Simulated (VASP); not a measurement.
# Ge (Im-3m) in VASP: single point with PBE

Aim: the single point of Ge with PBE.

All numbers are computed with VASP 6.6.1; they aren't measurements. Logs are shortened: lines on timing, memory, paths and dates and some standing lists are left out, and cuts for length are marked.

## (1) The structure

Symmetry: Im-3m, No. 229, cubic system. The conventional cell has a = 3.383 Å, b = 3.383 Å, c = 3.383 Å, α = 90.00°, β = 90.00°, γ = 90.00°. Ge (site symmetry m-3m) is surrounded by 8 Ge at 2.93 Å.

The cell was built by a generator and needn't be a form met in nature.

## (2) Single point, PBE

INCAR

```
SYSTEM = Ge
PREC     = Accurate       ! precision mode
ENCUT    = 520            ! plane-wave cutoff, eV
EDIFF    = 1E-6           ! SCF threshold, eV
ISMEAR   = -1             ! smearing method
SIGMA    = 0.13605693000000002 ! smearing width, eV
LREAL    = .False.        ! projectors in reciprocal space
LASPH    = .True.         ! aspherical terms in the spheres
NELM     = 100            ! most SCF steps
ALGO     = Normal         ! electronic algorithm
ISIF     = 2              ! what is computed and relaxed
LWAVE    = .False.        ! write WAVECAR
LCHARG   = .True.         ! write CHGCAR
GGA      = PE             ! functional
LELF     = .True.         ! ELF
LVHAR    = .True.       
NBANDS   = 13             ! bands
```

KPOINTS

```
regular mesh
0
Gamma
  14 14 14
  0 0 0
```

POSCAR

```
Ge
1.0
   -1.6915381116      1.6915381116      1.6915381116
    1.6915381116     -1.6915381116      1.6915381116
    1.6915381116      1.6915381116     -1.6915381116
Ge
1
Direct
    0.0000000000      0.0000000000      0.0000000000
```

Potentials or basis: VASP PAW PBE potentials, release 64 (Ge_d).

Launch:

```console
$ cat potpaw_PBE.64/Ge_d/POTCAR > POTCAR
$ mpirun -np 1 vasp_std > vasp.out
```

OUTCAR:

```text
SYSTEM = Ge
   PREC = Accurate
   ENCUT = 520
   EDIFF = 1E-6
   ISMEAR = -1
   LREAL = .False.
   LASPH = .True.
   NELM = 100
   ISIF = 2
   GGA = PE

 ion  position               nearest neighbor table
   1  0.000  0.000  0.000-

  LATTYP: Found a body centered cubic cell.
 ALAT       =     3.3830762232

  Lattice vectors:

 A1 = (  -1.6915381116,   1.6915381116,   1.6915381116)
 A2 = (   1.6915381116,  -1.6915381116,   1.6915381116)
 A3 = (   1.6915381116,   1.6915381116,  -1.6915381116)

Analysis of symmetry for initial positions (statically):
=====================================================================
 Subroutine PRICEL returns:
 Original cell was already a primitive cell.

 Routine SETGRP: Setting up the symmetry group for a
 body centered cubic supercell.

 Subroutine GETGRP returns: Found 48 space group operations
 (whereof 48 operations were pure point group operations)
 out of a pool of 48 trial point group operations.

The static configuration has the point symmetry O_h .

Analysis of symmetry for dynamics (positions and initial velocities):
=====================================================================
 Subroutine PRICEL returns:
 Original cell was already a primitive cell.

 Routine SETGRP: Setting up the symmetry group for a
 body centered cubic supercell.

 Subroutine GETGRP returns: Found 48 space group operations
 (whereof 48 operations were pure point group operations)
 out of a pool of 48 trial point group operations.

The dynamic configuration has the point symmetry O_h .

 Subroutine INISYM returns: Found 48 space group operations
 (whereof 48 operations are pure point group operations),
 and found     1 'primitive' translations

----------------------------------------------------------------------------------------

                                     Primitive cell

  volume of cell :      19.3600

  direct lattice vectors                    reciprocal lattice vectors
    -1.691538112  1.691538112  1.691538112     0.000000000  0.295588965  0.295588965
     1.691538112 -1.691538112  1.691538112     0.295588965  0.000000000  0.295588965
     1.691538112  1.691538112 -1.691538112     0.295588965  0.295588965  0.000000000

  length of vectors
     2.929829952  2.929829952  2.929829952     0.418025923  0.418025923  0.418025923

  position of ions in fractional coordinates (direct lattice)
     0.000000000  0.000000000  0.000000000

  ion indices of the primitive-cell ions
   primitive index   ion index
                 1           1

----------------------------------------------------------------------------------------

 KPOINTS: regular mesh

Automatic generation of k-mesh.
 Grid dimensions read from file:
 generate k-points for:   14   14   14

 Generating k-lattice:

  Cartesian coordinates                     Fractional coordinates (reciprocal lattice)
     0.000000000  0.021113498  0.021113498     0.071428571  0.000000000  0.000000000
     0.021113498  0.000000000  0.021113498     0.000000000  0.071428571  0.000000000
     0.021113498  0.021113498  0.000000000     0.000000000  0.000000000  0.071428571

  Length of vectors
     0.029858995  0.029858995  0.029858995

  Shift w.r.t. Gamma in fractional coordinates (k-lattice)
     0.000000000  0.000000000  0.000000000

 Subroutine IBZKPT returns following result:
 ===========================================

 Found    104 irreducible k-points:

 Following reciprocal coordinates:
            Coordinates               Weight
  0.000000  0.000000  0.000000      1.000000
  0.071429  0.000000  0.000000     12.000000
  0.142857  0.000000  0.000000     12.000000
  0.214286  0.000000  0.000000     12.000000
  0.285714  0.000000  0.000000     12.000000
  0.357143  0.000000  0.000000     12.000000
[... 16 lines left out ...]
  0.285714  0.285714  0.000000     24.000000
  0.357143  0.285714  0.000000     24.000000
 [... further k-points ...]
   k-points           NKPTS =    104   k-points in BZ     NKDIM =    104   number of bands    NBANDS=     13
   number of dos      NEDOS =    301   number of ions     NIONS =      1
   total plane-waves  NPLWV =  13824
   dimension x,y,z NGX =    24 NGY =   24 NGZ =   24
   dimension x,y,z NGXF=    48 NGYF=   48 NGZF=   48
   ions per type =               1
   NGX,Y,Z   is equivalent  to a cutoff of  13.62, 13.62, 13.62 a.u.
   NGXF,Y,Z  is equivalent  to a cutoff of  27.24, 27.24, 27.24 a.u.
 SYSTEM =  Ge
   PREC   = accura    normal or accurate (medium, high low for compatibility)
   ISTART =      0    job   : 0-new  1-cont  2-samecut
   ICHARG =      2    charge: 1-file 2-atom 10-const
   ISPIN  =      1    spin polarized calculation?
   LNONCOLLINEAR =      F non collinear calculations
   LSORBIT =      F    spin-orbit coupling
   LASPH  =      T    aspherical Exc in radial PAW
   ENCUT  =  520.0 eV  38.22 Ry    6.18 a.u.   5.45  5.45  5.45*2*pi/ulx,y,z
   NELM   =    100;   NELMIN=  2; NELMDL= -5     # of ELM steps
   EDIFF  = 0.1E-05   stopping-criterion for ELM
   LREAL  =      F    real-space projection
   EDIFFG = 0.1E-04   stopping-criterion for IOM
   NSW    =      0    number of steps for IOM
   IBRION =     -1    ionic relax: 0-MD 1-quasi-New 2-CG
   NFREE  =      0    steps in history (QN), initial steepest desc. (CG)
   ISIF   =      2    stress and relaxation
   ISYM   =      2    0-nonsym 1-usesym 2-fastsym
   POTIM  = 0.5000    time-step for ionic-motion
   TEBEG  =    0.0;   TEEND  =   0.0 temperature during run
   PSTRESS=    0.0 pullay stress
   NELECT =      14.0000    total number of electrons
   NUPDOWN=      -1.0000    fix difference up-down
   EMIN   =  10.00;   EMAX   =-10.00  energy-range for DOS
   EFERMI =   0.00;   METHOD = LEGACY
   ISMEAR =    -1;   SIGMA  =   0.14  broadening in eV -4-tet -1-fermi 0-gaus
   EFERMI_NEDOS =   21; number of points for ismear=-14 and -15
   IALGO  =     38    algorithm
   IMIX   =      4    mixing-type and parameters
     AMIX     =   0.40;   BMIX     =  1.00
     AMIX_MAG =   1.60;   BMIX_MAG =  1.00
  volume/ion in A,a.u.               =      19.36       130.65
  Fermi-wavevector in a.u.,A,eV,Ry     =   1.469431  2.776821 29.378054  2.159226
  Thomas-Fermi vector in A             =   2.584809
   LORBIT       =      0    0 simple, 1 ext, 2 COOP (PROOUT), +10 PAW based schemes
   GGA     = PE    functional components
   LHFCALC =     F    Hartree Fock is set to
   AEXX    =    0.0000 exact exchange contribution
   IVDW    =     0    specifies the selected vdW correction
   LEPSILON=     F    determine dielectric tensor
   LRPA    =     F    only Hartree local field effects (RPA)
 non-spin polarized calculation
  energy-cutoff  :      520.00
  volume of cell :       19.36
 maximum number of plane-waves:       539
 NGX is ok and might be reduce to    24
   NGX = 11   NGY = 11   NGZ = 11

 number of electron      13.9999992 magnetization

 Free energy of the ion-electron system (eV)
  ---------------------------------------------------
  ext. energy  EPLUGINS =         0.00000000
  ---------------------------------------------------
  free energy    TOTEN  =        -4.19921635 eV

  energy without entropy =       -4.17276143  energy(sigma->0) =       -4.18598889

 E-fermi :   6.5065     XC(G=0): -11.1735

 val. band max:        6.4062121469   @ k =  -0.2857   0.3571   0.1429
 cond. band min:       6.5582748780   @ k =   0.1429   0.1429   0.1429
 fundamental gap:      0.1520627311
 Fermi energy:         6.5065092927

 k-point     1 :       0.0000    0.0000    0.0000
  band No.  band energies     occupation
      1     -18.2410      2.00000
      2     -18.2410      2.00000
      3     -18.2410      2.00000
      4     -18.1612      2.00000
      5     -18.1612      2.00000
      6      -6.4366      2.00000
      7      15.4043      0.00000
      8      15.4043      0.00000
      9      15.4043      0.00000
     10      21.2618      0.00000
     11      21.2618      0.00000
     12      21.2618      0.00000
     13      23.3269      0.00000

 k-point     2 :       0.0714    0.0000    0.0000
  band No.  band energies     occupation
      1     -18.2424      2.00000
      2     -18.2391      2.00000
      3     -18.2348      2.00000
      4     -18.1627      2.00000
      5     -18.1614      2.00000
      6      -6.3046      2.00000
      7      14.3833      0.00000
      8      14.9280      0.00000
      9      15.2786      0.00000
     10      20.3793      0.00000
     11      20.4286      0.00000
     12      21.9852      0.00000
     13      22.3988      0.00000

 k-point     3 :       0.1429    0.0000    0.0000
  band No.  band energies     occupation
      1     -18.2462      2.00000
      2     -18.2344      2.00000
      3     -18.2173      2.00000
      4     -18.1665      2.00000
      5     -18.1618      2.00000
      6      -5.9087      2.00000
      7      12.1239      0.00000
      8      13.9277      0.00000
      9      14.9246      0.00000
     10      18.9793      0.00000
     11      19.1336      0.00000
     12      21.9749      0.00000
     13      22.8564      0.00000

 k-point     4 :       0.2143    0.0000    0.0000
  band No.  band energies     occupation
      1     -18.2517      2.00000
      2     -18.2294      2.00000
      3     -18.1919      2.00000
      4     -18.1706      2.00000
      5     -18.1624      2.00000
      6      -5.2501      2.00000
      7       9.5326      0.00000
      8      12.8848      0.00000
      9      14.4266      0.00000
     10      17.8091      0.00000
     11      18.0589      0.00000
     12      22.1117      0.00000
     13      23.4909      0.00000

 k-point     5 :       0.2857    0.0000    0.0000
  band No.  band energies     occupation
      1     -18.2578      2.00000
      2     -18.2274      2.00000
      3     -18.1720      2.00000
      4     -18.1635      2.00000
      5     -18.1630      2.00000
      6      -4.3335      2.00000
      7       6.9741      0.06231
      8      11.9917      0.00000
      9      13.9079      0.00000
     10      16.9288      0.00000
     11      17.2126      0.00000
     12      22.7168      0.00000
     13      24.3306      0.00000
[... 257 lines left out ...]
 k-point    22 :       0.3571    0.2143    0.0000
  band No.  band energies     occupation
      1     -18.2527      2.00000
      2     -18.2120      2.00000
      3     -18.1745      2.00000
      4     -18.1655      2.00000
      5     -18.1345      2.00000
      6      -0.4767      2.00000
      7       2.5925      2.00000
      8       6.2651      1.70997
      9      11.5143      0.00000
     10      18.0701      0.00000
     11      21.2077      0.00000
     12      23.6853      0.00000
     13      24.6964      0.00000

 k-point    23 :       0.2857    0.2857    0.0000
  band No.  band energies     occupation
      1     -18.2503      2.00000
      2     -18.2037      2.00000
      3     -18.1788      2.00000
      4     -18.1646      2.00000
      5     -18.1409      2.00000
      6      -0.4954      2.00000
      7       3.5106      2.00000
      8       5.0160      1.99997
      9      11.4122      0.00000
     10      18.8616      0.00000
     11      20.6392      0.00000
     12      23.6493      0.00000
     13      26.5757      0.00000

 k-point    24 :       0.3571    0.2857    0.0000
  band No.  band energies     occupation
      1     -18.2498      2.00000
      2     -18.1975      2.00000
      3     -18.1831      2.00000
      4     -18.1591      2.00000
      5     -18.1458      2.00000
      6       0.2125      2.00000
      7       2.9995      2.00000
      8       4.4435      2.00000
      9      11.3025      0.00000
     10      19.0407      0.00000
     11      21.3955      0.00000
     12      22.4228      0.00000
     13      27.1215      0.00000

 [... further k-points ...]

------------------------ aborting loop because EDIFF is reached ----------------------------------------

  FORCE on cell =-STRESS in cart. coord.  units (eV):
  Direction    XX          YY          ZZ          XY          YZ          ZX
  --------------------------------------------------------------------------------------
  -------------------------------------------------------------------------------------
  Total       -0.0527243     -0.0527243     -0.0527243     -0.0000000      0.0000000     -0.0000000
  in kB       -4.3633095     -4.3633095     -4.3633095     -0.0000000      0.0000000     -0.0000000
  external PRESSURE =      -4.3633095 kB  Pullay stress =       0.0000000 kB

 VOLUME and BASIS-vectors are now :
 -----------------------------------------------------------------------------
  energy-cutoff  :      520.00
  volume of cell :       19.36
      direct lattice vectors                 reciprocal lattice vectors
    -1.691538112  1.691538112  1.691538112     0.000000000  0.295588965  0.295588965
     1.691538112 -1.691538112  1.691538112     0.295588965  0.000000000  0.295588965
     1.691538112  1.691538112 -1.691538112     0.295588965  0.295588965  0.000000000

 POSITION                                       TOTAL-FORCE (eV/Angst)
 -----------------------------------------------------------------------------------
      0.00000      0.00000      0.00000         0.000000      0.000000      0.000000
 -----------------------------------------------------------------------------------
    total drift:                                0.000000      0.000000     -0.000000

  FREE ENERGIE OF THE ION-ELECTRON SYSTEM (eV)
  ---------------------------------------------------
  free  energy   TOTEN  =        -4.1992163518 eV

  energy  without entropy=       -4.1727614332  energy(sigma->0) =       -4.18598889
```

It took 23 s on 1 thread of Intel Xeon Platinum 8375C at 2.90GHz (Ice Lake), shared host; peak memory 0.15 GiB.

What came out:

```
Free energy            : -4.1992 eV
Pressure               : -0.4 GPa
Band gap on the k mesh : none (metal or under the smearing width)
```
